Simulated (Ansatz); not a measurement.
# V (sc type): a single-point run

The task is a single-point run on V (sc type).

Method: DFT, PBE, all-electron LAPW, scalar-relativistic, in Ansatz 0.2.0.

2 further runs of the same task are left out: 1 that didn't finish, 1 set aside as unsound or not needed.

## (1) The system as given

Symmetry: Pm-3m, No. 221, cubic system. Conventional cell: a = 2.449 Å, b = 2.449 Å, c = 2.449 Å, α = 90.00°, β = 90.00°, γ = 90.00°. V (site symmetry m-3m) has 6 V at 2.45 Å as nearest neighbours.

Structure file:

```
CELL_PARAMETERS angstrom
2.44880 0.00000 0.00000
0.00000 2.44880 0.00000
0.00000 0.00000 2.44880
ATOMIC_POSITIONS crystal
V 0.00000 0.00000 0.00000
```

## (2) Running it

Contents of input.yaml:

```yaml
crystal:
  lattice:
    - [2.4487986509, 0.0, 0.0]
    - [0.0, 2.4487986509, 0.0]
    - [0.0, 0.0, 2.4487986509]
  atoms:
    - { symbol: V, position: [0.0, 0.0, 0.0], spin: 1.5 }
magnetization:
  spin_polarized: true
kpoints:
  mp_grid: { grid: [0, 14, 14] }
scf:
  occupations: { method: gaussian, width: 0.2 }
  max_iter: 50
hamiltonian:
  xc: pbe
  pseudopotentials: { kind: all_electron, lapw: { basis_error: 0.0005 } }
output:
  forces: true
  stress: true
  eigenvalues: true
```

Command:

```
ansatz run input.yaml --threads 1 --pin off --max-ram 3072MiB --backend cpu --events-out ev --progress --plain --runs-dir out
```

**Question.** How will this run end, and is anything wrong with its input?

The program refused the input before any cycle. It says: «invalid value for `kpoints.mp_grid.grid`: each dimension must be in 1..=255»

The suspect setting: kpoints.mp_grid.grid is [0, 14, 14]. The k-point mesh is ill-defined.

Fix: set kpoints.mp_grid.grid to [14, 14, 14].
